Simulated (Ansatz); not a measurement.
Sn:

```
CELL_PARAMETERS angstrom
-2.94014 2.94014 1.59930
2.94014 -2.94014 1.59930
2.94014 2.94014 -1.59930
ATOMIC_POSITIONS crystal
Sn 0.00000 0.00000 0.00000
Sn 0.75000 0.25000 0.50000
```

| Property | Result |
| --- | --- |
| Program | Ansatz 0.2.0 |
| Task | relaxation of cell and atoms |
| Functional | PBEsol0 |
| Potentials or basis | Ansatz PAW |
| Cutoff | 420 eV (not typed: the program's choice for these potentials) |
| k mesh | 5 × 5 × 5 |
| Occupations | fermi-dirac, width 0.05 eV |
| Spin | no spin polarisation |

At the start: volume 27.65 Å³/atom.

Question: How do energy, volume and symmetry change on relaxing?

Answer: It ends after 5 steps and the volume is 26.49 Å³/atom (-4.2 %); space group I4_1/amd (No. 141, to 0.05 Å).

The path:
```csv
step,energy change (eV),largest force (eV/Å),volume (Å³)
1,0.0000,0.0000,55.30
2,-0.0896,0.0000,52.72
3,-0.0978,0.0000,53.21
4,-0.0981,0.0000,52.97
5,-0.0977,0.0000,52.97
```

Final structure:
```yaml
crystal:
  lattice:
    - [-2.96775, 2.96775, 1.50361]
    - [2.96775, -2.96775, 1.50361]
    - [2.96775, 2.96775, -1.50361]
  atoms:
    - { symbol: Sn, position: [0.00000, 0.00000, 0.00000] }
    - { symbol: Sn, position: [0.75000, 0.25000, 0.50000] }
```

Caveat: the k mesh is coarse (spacing up to 0.45 Å⁻¹), so the values aren't converged, least of all with exact exchange; the plane-wave basis is chosen anew once the cell has moved, so the energies of steps on either side of that aren't comparable; the PAW data sets come from PBE, with cores solved anew for the run's functional, which leaves a small shift of forces and pressure.
